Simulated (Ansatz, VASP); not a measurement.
**GaSb: VASP beside Ansatz**

```
Ga Sb
1.0
     0.00000    3.02507    3.02507
     3.02507    0.00000    3.02507
     3.02507    3.02507    0.00000
Ga Sb
1 1
Direct
  0.00000 0.00000 0.00000
  0.25000 0.25000 0.25000
```

Alike in both runs: functional LDA; k mesh 12 × 12 × 12; occupations gaussian, width 0.1 eV; no spin polarisation.

Ansatz relaxed the structure, and its values are those at the end. VASP's run is a single point on that final structure, the one shown.

```csv
,VASP,Ansatz
version,VASP 6.6.1,Ansatz 0.2.0
potentials or method,"VASP PAW LDA potentials, release 64 (Ga_d, Sb)","scalar-relativistic, plane waves, PAW"
plane-wave cutoff (eV),520,420
valence electrons in the cell,18,28
```

Ansatz gave:

* gap on the k mesh at the Fermi level (eV): none
* pressure (GPa): 0.0

**Question.** Estimate VASP's values.

**Answer.** gap on the k mesh at the Fermi level (eV): 0.12; pressure (GPa): 0.2.

A gap of «none» marks a metal or a gap that the smearing closes. The two sets of potentials don't hold the same shells in valence.

Caveats: spin-orbit coupling is left out, which moves the levels of the heavy elements. A k mesh can miss the band edges.
